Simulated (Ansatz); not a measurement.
Li2S

**The experiment.** The Crystallography Open Database holds a cell as deposited of cubic Li2S (space group Fm-3m), temperature not stated (1992): a = 5.723 Å, 15.62 Å³/atom.

Computed with Ansatz (plane waves, PAW, 420 eV cutoff): PBE, scalar-relativistic, no spin polarisation, Γ-centred 10×10×10 mesh, 0.05 eV Gaussian smearing. The datasets are Ansatz's generated set soft_2.

Space group Fm-3m (No. 225). a = 5.706 Å, b = 5.706 Å, c = 5.706 Å, α = 90.00°, β = 90.00°, γ = 90.00°
| atom | site | symmetry | x | y | z |
| --- | --- | --- | --- | --- | --- |
| Li | 8c | -43m | 0.2500 | 0.7500 | 0.7500 |
| S | 4a | m-3m | 0.0000 | 0.0000 | 0.0000 |

The chain of runs began from a cell as deposited in COD, expanded in volume.

The cell above was scaled in volume, its shape and atoms being fixed by the lattice's symmetry. Energies are counted from the cell above.

```tsv
V (Å³/atom)	ΔE (meV/atom)	P (GPa)	gap on the mesh (eV)
14.86	3.4	1.8	3.37
15.17	0.8	0.9	3.38
15.48	0.0	0.0	3.39
15.79	0.8	-0.8	3.41
16.10	3.0	-1.5	3.42
```

Task: What do the points give for the equilibrium volume, the bulk modulus and its pressure derivative (third-order Birch–Murnaghan)?

Result: V0 = 15.48 Å³/atom, B0 = 41 GPa, B0′ = 3.9.

B0·V0 = 40.7 GPa × 15.48 Å³ = 3.93 eV/atom sets the scale: near the minimum ΔE ≈ ½ B0 V0 x², with x = V/V0 − 1, and a pressure of 0.4 GPa squeezes the volume by about 1 %. At the ends of the curve: x = −4.0 % predicts 3.1 meV/atom and the run gives 3.4; x = +4.0 % predicts 3.1 meV/atom and the run gives 3.0. The lopsidedness is anharmonic: atoms resist being pushed together more than being pulled apart.

**Against experiment.** PBE gives 5.706 Å and 15.48 Å³/atom, −0.9 % in volume (−0.3 % in length) from the database's cell. PBE more often overestimates volumes; a smaller cell is partly the thermal expansion and zero-point motion that the static lattice lacks, roughly 2.0 to 4.9 % in volume at 300 K (room temperature assumed) by Grüneisen's rule, γ·3k_BT/(B0·V0) with γ of 1 to 2.5.

Kohn–Sham gaps of semilocal functionals lie under measured ones, often by a third or more.
